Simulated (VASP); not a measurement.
Output of a VASP run:

**OSZICAR**
```
...
DAV:   2    -0.186346363817E+01   -0.93734E+02   -0.88056E+02   716   0.195E+02
DAV:   3    -0.727179674738E+01   -0.54083E+01   -0.53648E+01   608   0.521E+01
DAV:   4    -0.732567356427E+01   -0.53877E-01   -0.53857E-01   568   0.604E+00
DAV:   5    -0.732636678371E+01   -0.69322E-03   -0.69300E-03   608   0.680E-01    0.316E+00
DAV:   6    -0.703269391139E+01    0.29367E+00   -0.52949E-01   544   0.510E+00    0.205E+00
DAV:   7    -0.699686285534E+01    0.35831E-01   -0.15437E-01   612   0.260E+00    0.109E+00
DAV:   8    -0.699318628519E+01    0.36766E-02   -0.11969E-02   580   0.838E-01    0.101E-01
DAV:   9    -0.699283684056E+01    0.34944E-03   -0.60398E-04   632   0.186E-01    0.671E-02
DAV:  10    -0.699282526509E+01    0.11575E-04   -0.88568E-05   580   0.738E-02    0.204E-02
DAV:  11    -0.699282586874E+01   -0.60365E-06   -0.10602E-05   560   0.235E-02    0.479E-03
DAV:  12    -0.699282522962E+01    0.63911E-06   -0.26827E-06   532   0.124E-02
   1 F= -.72556977E+00 E0= -.72556977E+00  d E =-.725570E+00
       N       E                     dE             d eps       ncg     rms          rms(c)
DAV:   1    -0.102633576474E+02   -0.32705E+01   -0.10048E+02   504   0.783E+01    0.148E+01
DAV:   2    -0.653574979618E+01    0.37276E+01   -0.54171E+00   480   0.165E+01    0.501E+00
DAV:   3    -0.564458542328E+01    0.89116E+00   -0.23833E+00   496   0.105E+01    0.305E+00
DAV:   4    -0.560884363696E+01    0.35742E-01   -0.11056E-01   532   0.272E+00    0.848E-01
DAV:   5    -0.560524635589E+01    0.35973E-02   -0.26926E-02   520   0.121E+00    0.374E-01
DAV:   6    -0.560492719930E+01    0.31916E-03   -0.18519E-03   540   0.318E-01    0.115E-01
DAV:   7    -0.560490978678E+01    0.17413E-04   -0.15232E-04   544   0.110E-01    0.288E-02
DAV:   8    -0.560490560889E+01    0.41779E-05   -0.16387E-05   524   0.340E-02    0.131E-02
DAV:   9    -0.560490565480E+01   -0.45905E-07   -0.22944E-07   284   0.496E-03
   2 F= -.65801955E+00 E0= -.65801955E+00  d E =0.675502E-01
       N       E                     dE             d eps       ncg     rms          rms(c)
DAV:   1    -0.778508825099E+01   -0.21802E+01   -0.25117E+01   496   0.348E+01    0.594E+00
DAV:   2    -0.676655902289E+01    0.10185E+01   -0.16662E+00   492   0.895E+00    0.239E+00
DAV:   3    -0.653223784652E+01    0.23432E+00   -0.62876E-01   496   0.526E+00    0.127E+00
DAV:   4    -0.652253615512E+01    0.97017E-02   -0.25352E-02   544   0.126E+00    0.391E-01
DAV:   5    -0.652194440263E+01    0.59175E-03   -0.34599E-03   516   0.438E-01    0.152E-01
DAV:   6    -0.652187587377E+01    0.68529E-04   -0.10041E-04   552   0.755E-02    0.101E-01
DAV:   7    -0.652184155607E+01    0.34318E-04   -0.61258E-05   524   0.596E-02    0.183E-02
DAV:   8    -0.652184153386E+01    0.22205E-07   -0.15675E-06   328   0.116E-02
   3 F= -.90908183E+00 E0= -.90908183E+00  d E =-.183512E+00
       N       E                     dE             d eps       ncg     rms          rms(c)
DAV:   1    -0.650866928877E+01    0.13172E-01   -0.10136E-02   504   0.723E-01    0.126E-01
DAV:   2    -0.650826196327E+01    0.40733E-03   -0.64492E-04   488   0.175E-01    0.466E-02
DAV:   3    -0.650817153660E+01    0.90427E-04   -0.24758E-04   504   0.104E-01    0.236E-02
DAV:   4    -0.650816752249E+01    0.40141E-05   -0.10989E-05   532   0.262E-02    0.648E-03
DAV:   5    -0.650816732281E+01    0.19968E-06   -0.13904E-06   272   0.918E-03
   4 F= -.90920159E+00 E0= -.90920159E+00  d E =-.183632E+00
```

**OUTCAR**
```
------------------------ aborting loop because EDIFF is reached ----------------------------------------
  FORCE on cell =-STRESS in cart. coord.  units (eV):
  Direction    XX          YY          ZZ          XY          YZ          ZX
  --------------------------------------------------------------------------------------
  Total        5.5901296      5.5901296      5.5901296      0.0000000      0.0000000     -0.0000000
  in kB      199.6843661    199.6843661    199.6843661      0.0000000      0.0000000     -0.0000000
  external PRESSURE =      -0.3156339 kB  Pullay stress =     200.0000000 kB
  volume of cell :       44.85
      direct lattice vectors                 reciprocal lattice vectors
     3.553007564 -0.000000000 -0.000000000     0.281451695  0.000000000 -0.000000000
    -0.000000000  3.553007564 -0.000000000     0.000000000  0.281451695 -0.000000000
     0.000000000  0.000000000  3.553007564     0.000000000  0.000000000  0.281451695
 POSITION                                       TOTAL-FORCE (eV/Angst)
 -----------------------------------------------------------------------------------
      0.00000      0.00000      0.00000         0.000000     -0.000000     -0.000000
      1.77650      1.77650      1.77650        -0.000000      0.000000      0.000000
 -----------------------------------------------------------------------------------
    total drift:                                0.000000      0.000000      0.000000
  FREE ENERGIE OF THE ION-ELECTRON SYSTEM (eV)
  ---------------------------------------------------
  free  energy   TOTEN  =        -6.5081673228 eV

  energy  without entropy=       -6.5081673228  energy(sigma->0) =       -6.50816732
  enthalpy is  TOTEN    =        -0.9092015907 eV   P V=        5.5989657321

 reached required accuracy - stopping structural energy minimisation
```
(Selected blocks of OUTCAR.)

POSCAR:
```
CsCl
1
    3.6890906589     0.0000000000     0.0000000000
    0.0000000000     3.6890906589     0.0000000000
    0.0000000000     0.0000000000     3.6890906589
Cs Cl
1 1
Direct
  0.0000000000   0.0000000000   0.0000000000
  0.5000000000   0.5000000000   0.5000000000
```

Write an INCAR and KPOINTS that could have produced this output.

One answer among several that fit: the input of the run itself, LDA (Ceperley-Alder, Perdew-Zunger), plane waves, VASP's LDA PAW potentials (set 64).

**INCAR**
```
# general
SYSTEM  = CsCl
PREC    = Accurate
ENCUT   = 500   # plane-wave cut-off (eV)
LREAL   = .FALSE.   # projection in real space or not
LASPH   = .TRUE.   # aspherical one-centre terms

# electronic loop
EDIFF   = 1E-6
NELM    = 100
ALGO    = Normal   # blocked Davidson
LMAXMIX = 4

# smearing
ISMEAR  = 0   # Gaussian
SIGMA   = 0.05   # width (eV)

# ions
IBRION  = 2
NSW     = 40
ISIF    = 3
EDIFFG  = -0.02
PSTRESS = 200   # kbar

# output
LWAVE   = .FALSE.
LCHARG  = .FALSE.
```

File KPOINTS:
```
K-points
0
gamma
7 7 7
0 0 0
```

POTCAR, in this order: Cs_sv Cl (LDA.64 set). Program: vasp_std.

Energy and stress use the plane-wave basis of the starting cell.

The compound is CsCl in the CsCl type structure. This run relaxes it under an external pressure of 20 GPa. Symmetry was kept, so distortions that lower it aren't found.
